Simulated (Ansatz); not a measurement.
NiSb (Breithauptite) under changes of volume

One of the cells (17.103 Å³/atom); the others are scaled copies at fixed shape and fractional positions:

```
Sb Ni
1.0
     3.92800    0.00000    0.00000
    -1.96400    3.40175    0.00000
     0.00000    0.00000    5.12000
Sb Ni
2 2
Cartesian
  1.9640 1.1339 3.8400
  0.0000 2.2678 1.2800
  0.0000 0.0000 2.5600
  0.0000 0.0000 0.0000
```

| Property | Result |
| --- | --- |
| Program | Ansatz 0.2.0 |
| Functional | PBE |
| Potentials or basis | Ansatz PAW |
| Cutoff | 420 eV (not typed: the program's choice for these potentials) |
| k mesh | 8 × 8 × 5 |
| Occupations | fermi-dirac, width 0.05 eV |
| Spin | collinear spin, ferromagnetic start |
| Starting moments | [0.0, 0.0, 1.0, 1.0] μB |

| volume (Å³/atom) | energy over the lowest point (meV/atom) | pressure (GPa) |
| --- | --- | --- |
| 16.077 | 57.17 | 13.1 |
| 16.419 | 33.06 | 9.6 |
| 16.761 | 16.04 | 6.5 |
| 17.103 | 5.34 | 3.8 |
| 17.446 | ? | ? |
| 17.788 | 0.00 | -0.9 |
| 18.130 | 4.13 | -2.8 |

What does the run at 17.446 Å³/atom give?

Energy over the lowest point 0.21 meV/atom; pressure 1.3 GPa.

Worked out: A Birch-Murnaghan fit of order 3 (a polynomial in V^(-2/3)) to the other rows has its minimum at 17.63 Å³/atom with B0 = V·E''(V) = 111 GPa and B' = 5.4 at fixed shape and positions, which overstates the stiffness. It gives 0.20 meV/atom at 17.446 Å³/atom, against the run's 0.21, and -dE/dV = 1.2 GPa, against 1.3.

Energies are extrapolated to zero smearing.

Caveats: the starting moments weren't kept.
